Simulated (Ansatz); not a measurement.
Born–Oppenheimer molecular dynamics of a periodic cell of 16 atoms, TaN (start crystal TaN, start structure P-6m2, volume 1.05 times the crystal's). It starts from a structure without forces on its atoms.

Level of theory: Ansatz 0.2.0, DFT PBE, scalar-relativistic, plane waves, PAW. Settings: accuracy low, PAW set soft_1, cutoff 420 eV, k mesh 2x2x2, fermi-dirac smearing 0.36 eV, no spin polarisation.

```json
{"ensemble": "NVT, Langevin thermostat", "time step": "1.12 fs", "steps asked": "160", "set temperature": "4200 K", "friction": "0.02 /fs", "seed": "815756"}
```

Frames 11.2 fs apart, positions in Å, forces in eV/Å.

Velocities at 44.8 fs (Å/ps):

```
Ta -3.28 0.05 -7.97
N 12.63 -4.71 14.79
Ta 4.79 3.46 -0.62
N 17.36 -4.46 -9.05
Ta -1.48 -3.39 1.50
N 3.34 -9.34 8.81
Ta -4.22 -0.24 -2.53
N 20.39 28.49 -18.81
Ta 2.27 2.59 0.84
N -15.31 0.08 -6.90
Ta -3.71 -4.95 6.09
N -18.76 -2.94 -0.03
Ta 6.29 -1.04 -0.95
N -2.62 7.44 3.03
Ta -3.30 2.65 3.14
N 10.84 -5.68 18.18
```

```xyz
16
Lattice="-2.9881 -5.1756 0.0000 4.4822 -2.5878 0.0000 0.0000 0.0000 5.8751" Properties=species:S:1:pos:R:3:forces:R:3 time_fs=44.8 energy_less_start_eV=8.700 T=2710
Ta 0.051 -5.273 1.452 -1.85 2.50 -1.33
N 1.133 -4.095 0.251 3.41 -0.69 -2.92
Ta 0.036 -5.118 4.272 1.65 -1.22 5.08
N 1.643 -4.772 2.862 -1.74 3.46 1.56
Ta -1.607 -2.800 1.435 3.39 2.82 -0.12
N -0.002 -1.581 0.287 -1.14 -1.24 -1.29
Ta -1.613 -2.650 4.484 2.77 -0.15 0.36
N 0.070 -1.560 3.112 -0.20 -3.11 -2.19
Ta 1.646 -2.443 1.540 -4.03 -1.52 -2.99
N 2.895 -1.572 -0.269 0.14 -1.73 1.60
Ta 1.486 -2.681 4.211 0.47 0.99 4.34
N 2.999 -1.507 2.897 -0.19 -3.71 1.65
Ta -0.001 0.096 1.735 0.38 -4.11 -4.18
N -1.644 -4.617 0.202 0.83 3.02 -1.40
Ta 0.012 -0.125 4.438 -1.54 2.52 5.44
N -1.443 -4.484 3.232 -2.35 2.17 -3.60
16
Lattice="-2.9881 -5.1756 0.0000 4.4822 -2.5878 0.0000 0.0000 0.0000 5.8751" Properties=species:S:1:pos:R:3:forces:R:3 time_fs=56.0 energy_less_start_eV=8.186 T=2737
Ta 0.029 -5.298 1.361 -0.11 1.87 1.18
N 1.427 -4.129 0.250 0.70 -2.05 -2.60
Ta 0.071 -5.077 4.302 -0.89 -2.88 2.50
N 1.660 -4.596 2.910 -1.92 1.96 0.03
Ta -1.620 -2.832 1.454 3.29 4.11 0.56
N 0.025 -1.646 0.309 -1.28 -0.77 -2.01
Ta -1.633 -2.638 4.464 2.45 -0.73 1.57
N 0.232 -1.416 2.870 -0.70 -5.70 3.15
Ta 1.633 -2.427 1.542 -3.73 -2.42 -3.63
N 2.708 -1.645 -0.315 1.81 -0.07 1.80
Ta 1.464 -2.740 4.264 0.05 2.73 2.81
N 2.822 -1.638 2.953 2.94 -0.28 0.74
Ta 0.071 0.065 1.710 -2.53 -1.52 -3.75
N -1.708 -4.553 0.205 1.97 2.30 -2.45
Ta -0.017 -0.132 4.473 -1.63 1.20 3.00
N -1.532 -4.461 3.291 -0.41 2.26 -2.90
16
Lattice="-2.9881 -5.1756 0.0000 4.4822 -2.5878 0.0000 0.0000 0.0000 5.8751" Properties=species:S:1:pos:R:3:forces:R:3 time_fs=67.2 energy_less_start_eV=6.949 T=4020
Ta 0.031 -5.306 1.285 0.82 1.57 2.76
N 1.745 -4.314 0.263 -2.44 0.67 -3.05
Ta 0.089 -5.088 4.379 -3.38 -2.15 -0.79
N 1.452 -4.294 2.822 0.50 -1.29 0.75
Ta -1.630 -2.852 1.483 3.71 3.48 1.95
N 0.035 -1.730 0.127 -0.24 -0.78 -0.87
Ta -1.613 -2.616 4.474 1.83 -0.92 0.10
N 0.278 -1.778 2.797 -3.52 0.45 3.11
Ta 1.644 -2.413 1.512 -1.10 -4.08 -3.00
N 2.692 -1.572 -0.304 2.00 -1.22 2.05
Ta 1.488 -2.780 4.356 -0.50 3.15 1.90
N 2.783 -1.753 3.100 3.39 0.85 -1.12
Ta 0.164 0.018 1.681 -2.40 -2.82 -2.38
N -1.631 -4.430 0.025 0.92 0.81 -0.07
Ta -0.017 -0.164 4.532 -1.67 1.65 -0.13
N -1.749 -4.329 3.247 2.06 0.66 -1.21
16
Lattice="-2.9881 -5.1756 0.0000 4.4822 -2.5878 0.0000 0.0000 0.0000 5.8751" Properties=species:S:1:pos:R:3:forces:R:3 time_fs=78.4 energy_less_start_eV=8.414 T=3815
Ta 0.045 -5.312 1.239 1.25 3.02 4.79
N 1.840 -4.448 0.119 -4.21 2.34 -0.09
Ta 0.044 -5.096 4.438 -1.35 -0.66 -3.76
N 1.168 -4.038 2.782 2.20 -3.87 0.34
Ta -1.616 -2.863 1.560 3.47 4.03 -0.68
N 0.054 -1.844 -0.068 0.65 -0.67 1.67
Ta -1.587 -2.606 4.487 3.67 -1.20 -1.62
N 0.045 -2.040 2.969 -0.82 3.38 0.39
Ta 1.669 -2.440 1.488 -1.49 -2.54 0.25
N 2.845 -1.467 -0.218 0.51 -4.54 1.22
Ta 1.533 -2.787 4.451 -0.48 3.48 -0.72
N 3.104 -1.778 3.186 -1.29 -0.41 -1.81
Ta 0.231 -0.012 1.677 -2.89 -2.52 -0.59
N -1.444 -4.298 -0.112 -0.61 -0.75 1.99
Ta -0.038 -0.194 4.627 0.27 3.19 -2.97
N -1.795 -4.130 3.130 1.13 -2.29 1.60
16
Lattice="-2.9881 -5.1756 0.0000 4.4822 -2.5878 0.0000 0.0000 0.0000 5.8751" Properties=species:S:1:pos:R:3:forces:R:3 time_fs=89.6 energy_less_start_eV=7.942 T=4540
Ta 0.092 -5.315 1.218 1.51 1.64 5.35
N 1.603 -4.390 -0.099 -1.16 0.07 1.91
Ta -0.025 -5.088 4.445 0.90 -2.44 -3.70
N 1.178 -4.204 2.866 2.81 -1.33 0.08
Ta -1.546 -2.855 1.649 2.11 4.71 -2.66
N 0.254 -2.010 -0.099 -2.66 2.05 3.12
Ta -1.516 -2.578 4.500 1.15 -2.74 -0.01
N -0.078 -2.060 3.167 1.40 3.31 -1.63
Ta 1.688 -2.502 1.451 -1.55 -2.52 2.33
N 3.057 -1.746 -0.143 -0.36 0.33 2.64
Ta 1.591 -2.686 4.526 -0.11 0.20 -5.02
N 3.232 -1.780 3.212 -2.48 -0.41 -2.12
Ta 0.234 0.001 1.643 -2.74 -2.19 0.35
N -1.228 -4.268 0.008 -2.93 0.05 1.15
Ta -0.063 -0.228 4.696 2.94 2.07 -4.27
N -1.728 -4.139 3.111 1.16 -2.79 2.49
16
Lattice="-2.9881 -5.1756 0.0000 4.4822 -2.5878 0.0000 0.0000 0.0000 5.8751" Properties=species:S:1:pos:R:3:forces:R:3 time_fs=100.8 energy_less_start_eV=7.008 T=4626
Ta 0.132 -5.310 1.243 1.72 -0.16 5.54
N 1.488 -4.400 -0.112 0.94 0.06 1.27
Ta -0.079 -5.108 4.426 1.68 -1.16 -1.24
N 1.463 -4.511 3.058 0.54 1.24 -0.79
Ta -1.480 -2.820 1.715 1.78 4.78 -0.03
N 0.349 -2.024 0.194 -3.75 3.28 -1.37
Ta -1.425 -2.566 4.509 -2.95 -3.81 2.30
N -0.054 -1.969 3.274 2.48 2.02 -2.58
Ta 1.699 -2.562 1.473 -0.09 -3.07 4.42
N 3.193 -2.055 0.157 -1.02 1.86 0.53
Ta 1.662 -2.607 4.546 -2.05 -1.88 -2.14
N 3.060 -1.858 3.084 -0.04 0.60 -0.46
Ta 0.212 0.038 1.613 -1.68 -3.59 1.30
N -1.218 -4.173 0.343 -2.02 -1.83 -3.84
Ta -0.072 -0.286 4.697 3.41 2.24 -4.14
N -1.616 -4.317 3.140 1.04 -0.59 1.22
16
Lattice="-2.9881 -5.1756 0.0000 4.4822 -2.5878 0.0000 0.0000 0.0000 5.8751" Properties=species:S:1:pos:R:3:forces:R:3 time_fs=112.0 energy_less_start_eV=9.194 T=4181
Ta 0.129 -5.332 1.327 2.03 -0.49 4.30
N 1.595 -4.495 -0.029 -0.27 0.61 1.33
Ta -0.089 -5.156 4.448 5.40 -1.08 1.25
N 1.735 -4.683 3.221 -3.20 1.97 -1.60
Ta -1.410 -2.776 1.794 1.68 1.45 -2.58
N 0.105 -1.871 0.383 0.10 0.60 -1.88
Ta -1.351 -2.596 4.548 -1.40 -3.21 3.43
N -0.017 -1.790 3.176 1.59 -0.09 -0.89
Ta 1.719 -2.590 1.540 -7.25 -4.67 1.31
N 3.181 -2.288 0.482 0.19 2.94 -7.02
Ta 1.734 -2.535 4.530 -2.39 -2.91 1.50
N 2.853 -2.023 2.906 4.69 3.16 2.78
Ta 0.225 0.026 1.541 1.06 -4.22 5.88
N -1.274 -4.298 0.364 -1.01 0.20 -3.04
Ta -0.032 -0.349 4.675 1.51 3.81 -1.51
N -1.403 -4.471 3.297 -2.72 1.93 -3.27
16
Lattice="-2.9881 -5.1756 0.0000 4.4822 -2.5878 0.0000 0.0000 0.0000 5.8751" Properties=species:S:1:pos:R:3:forces:R:3 time_fs=123.2 energy_less_start_eV=7.222 T=4222
Ta 0.098 -5.380 1.450 1.77 1.03 2.74
N 1.641 -4.546 0.038 -0.96 0.35 1.28
Ta -0.061 -5.220 4.517 4.43 0.09 -0.51
N 1.766 -4.597 3.191 -2.22 1.61 -0.69
Ta -1.374 -2.749 1.858 0.79 0.56 -4.56
N -0.137 -1.799 0.414 2.39 -1.05 -1.51
Ta -1.292 -2.632 4.590 -2.05 -2.19 1.69
N 0.212 -1.647 3.046 -0.71 -2.18 -0.56
Ta 1.684 -2.630 1.604 -3.55 -3.17 -1.23
N 3.120 -2.308 0.173 -0.23 4.12 0.60
Ta 1.754 -2.491 4.518 -2.53 -4.86 0.44
N 2.904 -1.923 2.934 3.88 1.97 0.90
Ta 0.250 -0.024 1.474 -2.31 -2.16 4.42
N -1.325 -4.407 0.171 -0.07 0.21 -0.56
Ta 0.009 -0.405 4.637 2.02 4.50 -1.57
N -1.298 -4.512 3.085 -0.64 1.17 -0.88
16
Lattice="-2.9881 -5.1756 0.0000 4.4822 -2.5878 0.0000 0.0000 0.0000 5.8751" Properties=species:S:1:pos:R:3:forces:R:3 time_fs=134.4 energy_less_start_eV=6.617 T=3971
Ta 0.102 -5.416 1.573 2.03 2.43 0.01
N 1.714 -4.567 0.183 -1.32 0.30 0.84
Ta -0.005 -5.276 4.568 4.46 0.93 -1.50
N 1.686 -4.324 3.165 -0.03 -0.40 -0.21
Ta -1.372 -2.729 1.898 -0.34 1.11 -4.29
N -0.123 -1.853 0.408 1.95 -0.83 -1.98
Ta -1.239 -2.650 4.634 -3.45 -1.80 0.90
N 0.360 -1.696 2.798 -2.12 -0.47 3.97
Ta 1.615 -2.662 1.645 1.52 -2.91 -2.12
N 3.096 -2.092 -0.058 1.45 3.17 4.03
Ta 1.727 -2.466 4.538 -2.74 -6.22 -2.50
N 3.238 -1.713 3.034 -0.78 -1.85 0.49
Ta 0.271 -0.133 1.446 -2.25 1.36 3.12
N -1.359 -4.499 -0.032 -0.61 -0.02 1.67
Ta 0.049 -0.419 4.592 1.90 4.58 -2.90
N -1.335 -4.528 3.026 0.31 0.63 0.47
16
Lattice="-2.9881 -5.1756 0.0000 4.4822 -2.5878 0.0000 0.0000 0.0000 5.8751" Properties=species:S:1:pos:R:3:forces:R:3 time_fs=145.6 energy_less_start_eV=6.730 T=4100
Ta 0.143 -5.429 1.690 1.69 1.60 -1.34
N 1.752 -4.659 0.303 -1.52 1.57 0.08
Ta 0.041 -5.324 4.597 3.62 2.22 -0.68
N 1.508 -4.004 3.134 1.52 -4.83 0.77
Ta -1.376 -2.668 1.878 -0.79 -0.76 -2.28
N 0.048 -1.936 0.373 0.53 -0.42 -1.95
Ta -1.216 -2.663 4.725 -2.97 -1.28 -1.18
N 0.271 -1.905 2.913 -1.65 2.31 2.73
Ta 1.579 -2.679 1.638 2.59 -1.98 -2.39
N 3.188 -1.794 0.064 -0.75 -1.11 1.07
Ta 1.628 -2.476 4.567 1.54 -5.19 0.75
N 3.510 -1.688 3.151 -1.97 -1.62 -0.15
Ta 0.244 -0.239 1.474 -0.80 3.31 3.31
N -1.447 -4.468 -0.122 0.41 -0.76 2.45
Ta 0.149 -0.389 4.557 -0.77 5.88 -1.46
N -1.279 -4.604 3.031 -0.67 1.06 0.26
16
Lattice="-2.9881 -5.1756 0.0000 4.4822 -2.5878 0.0000 0.0000 0.0000 5.8751" Properties=species:S:1:pos:R:3:forces:R:3 time_fs=156.8 energy_less_start_eV=7.899 T=4093
Ta 0.196 -5.436 1.804 0.83 0.84 -1.52
N 1.835 -4.619 0.387 -3.05 1.99 -0.96
Ta 0.071 -5.362 4.625 2.04 2.20 0.19
N 1.476 -4.074 3.130 1.56 -3.76 0.17
Ta -1.399 -2.630 1.819 0.71 -2.09 0.57
N 0.201 -2.095 0.227 -1.39 1.81 0.56
Ta -1.237 -2.675 4.811 -3.17 -1.46 -3.26
N 0.126 -1.983 3.237 -0.96 1.45 -2.45
Ta 1.563 -2.666 1.580 2.11 -2.47 1.74
N 3.262 -1.687 0.171 -1.54 -2.34 0.72
Ta 1.521 -2.522 4.566 5.61 -5.34 0.75
N 3.586 -1.882 3.395 -4.40 2.89 -4.32
Ta 0.155 -0.299 1.507 0.60 3.57 2.37
N -1.575 -4.460 -0.089 2.38 -0.61 2.45
Ta 0.207 -0.303 4.508 -0.25 2.97 2.47
N -1.254 -4.556 3.041 -1.09 0.35 0.52
16
Lattice="-2.9881 -5.1756 0.0000 4.4822 -2.5878 0.0000 0.0000 0.0000 5.8751" Properties=species:S:1:pos:R:3:forces:R:3 time_fs=168.0 energy_less_start_eV=6.717 T=4816
Ta 0.264 -5.471 1.896 -1.45 2.52 -3.25
N 1.655 -4.268 0.279 -0.09 -2.22 -0.30
Ta 0.077 -5.354 4.652 1.43 2.00 0.69
N 1.761 -4.358 3.226 -1.64 -0.56 -0.05
Ta -1.402 -2.600 1.773 0.06 -2.92 0.38
N 0.148 -2.196 0.136 0.66 4.15 4.10
Ta -1.280 -2.671 4.892 -5.85 -1.75 -6.00
N -0.009 -2.016 3.314 0.61 1.41 -2.37
Ta 1.563 -2.646 1.574 1.22 -1.67 3.07
N 3.211 -1.660 0.171 -0.76 -2.50 1.42
Ta 1.454 -2.593 4.564 6.40 -4.55 -0.17
N 3.247 -1.877 3.343 -1.16 0.32 -2.40
Ta 0.033 -0.324 1.536 1.97 3.63 1.27
N -1.506 -4.472 0.099 0.96 -0.39 0.75
Ta 0.251 -0.192 4.459 -1.86 2.59 2.35
N -1.287 -4.515 3.087 -0.48 -0.07 0.52
```

Of the whole run (179 fs, mean temperature of the second half 4239 K): A run of 0.18 ps of so small a system gives no equilibrium averages. Limits of this set-up: coarse k mesh, low accuracy level.

Time of the run: 16 min on 1 thread of Arm Neoverse V2, on a shared host, peak memory 0.54 GiB.
